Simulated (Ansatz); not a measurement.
The system is Ge.

```xyz
2
Lattice="4.0904 0.0000 0.0000 -2.0452 3.5424 0.0000 0.0000 0.0000 3.3266" Properties=species:S:1:pos:R:3 pbc="T T T"
Ge    2.0452    1.1808    0.4686
Ge    0.0000    2.3616    2.8580
```

The cell was built by a generator and needn't be a form met in nature.

```yaml
Program: Ansatz 0.2.0
Task: single point
Functional: PBE
Potentials_or_basis: all-electron LAPW, scalar-relativistic
Cutoff: 288 eV (chosen from the basis error)
Basis_error_allowed: 0.001 eV/atom
k_mesh: 8 × 8 × 8
Occupations: fermi-dirac, width 0.05 eV
Spin: no spin polarisation
```

On this cell: pressure -1.6 GPa; largest force under 0.003 eV/Å; band gap on the k mesh none (metal or under the smearing width).

The same run follows on a disturbed copy (atoms moved at random, drawn with an rms of 0.05 Å):

```
CELL_PARAMETERS angstrom
4.09041 0.00000 0.00000
-2.04520 3.54240 0.00000
0.00000 0.00000 3.32658
ATOMIC_POSITIONS crystal
Ge 0.65083 0.32518 0.14543
Ge 0.33473 0.67788 0.86641
```

Task: What changes?

Result: The energy (extrapolated to zero smearing) moves by +9.7 meV/atom; pressure -1.3 GPa; largest force 0.533 eV/Å; band gap on the k mesh none (metal or under the smearing width).

Forces on the atoms (eV/Å):
```
Ge   0.192  0.495  0.041
Ge  -0.192 -0.495 -0.041
```

Stress tensor (GPa, compression positive):
```
-1.40 -0.56  0.55
-0.56  1.31  1.56
 0.55  1.56 -3.90
```
